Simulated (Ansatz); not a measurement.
# Zr: a trial structure relaxed

Aim: relax Zr from this start, random cell without symmetry, and see where it ends.

Computed with Ansatz 0.2.0 (DFT PBE, scalar-relativistic, plane waves, PAW, unless a step's input says otherwise).

### 1 Starting point

Symmetry: P1, No. 1, triclinic system. The conventional cell has a = 4.757 Å, b = 5.171 Å, c = 5.286 Å, α = 93.99°, β = 98.65°, γ = 112.38°. Zr (site symmetry 1) has 1 Zr at 2.13 Å as nearest neighbours. Zr (site symmetry 1) is surrounded by 1 Zr at 2.18 Å. Around Zr (site symmetry 1) lie 5 Zr at 2.18 to 2.61 Å. Zr (site symmetry 1) is surrounded by 5 Zr at 2.50 to 2.94 Å.

As a file:

```xyz
5
Lattice="5.2858 0.0000 0.0000 0.7158 4.7029 0.0000 -0.3598 2.0465 4.7356" Properties=species:S:1:pos:R:3 pbc="T T T"
Zr    1.3456    4.1249    1.9984
Zr    1.2834    1.2952    2.7688
Zr    3.7557    2.2621    2.4573
Zr    4.3162    4.7997    2.6372
Zr    3.6443    3.9320    0.3893
```

### 2 A loose first relaxation

The input, input.yaml:

```yaml
crystal:
  lattice:
    - [5.2857552184, 0.0, 0.0]
    - [0.7157549559, 4.7028664483, 0.0]
    - [-0.3598426852, 2.0465172309, 4.7355781282]
  atoms:
    - { symbol: Zr, position: [0.1893980597, 0.6934677296, 0.422003655] }
    - { symbol: Zr, position: [0.2797717696, 0.0209657378, 0.5846875511] }
    - { symbol: Zr, position: [0.7112948379, 0.2551996656, 0.5189059032] }
    - { symbol: Zr, position: [0.7491065276, 0.7782601046, 0.5568863606] }
    - { symbol: Zr, position: [0.5866779663, 0.8003170067, 0.0822060652] }
basis:
  ecutwfc: 420
kpoints:
  mp_grid: { grid: [4, 4, 4] }
hamiltonian:
  xc: pbe
scf:
  occupations: { method: gaussian, width: 0.1 }
  lower_state_search: "off"
output:
  forces: true
  stress: true
  eigenvalues: true
relax:
  adjacent_minimum: "off"
  f_tol: 0.04
  max_steps: 70
  cell: { stress_tol: 0.4 }
```

Further runs follow: the relaxation.

Before running it: what results should come out?

The runs gave:

| quantity | value |
| --- | --- |
| cell (conventional) | a = 3.179 Å, b = 3.790 Å, c = 3.801 Å, α = 90.00°, β = 90.00°, γ = 90.00° |
| space group | Immm (No. 71) |
| volume | 22.90 Å³/atom |
| gap on the mesh | none (metal) |

What this shows: The structure ended in another space group than at the start: P1 to Immm.
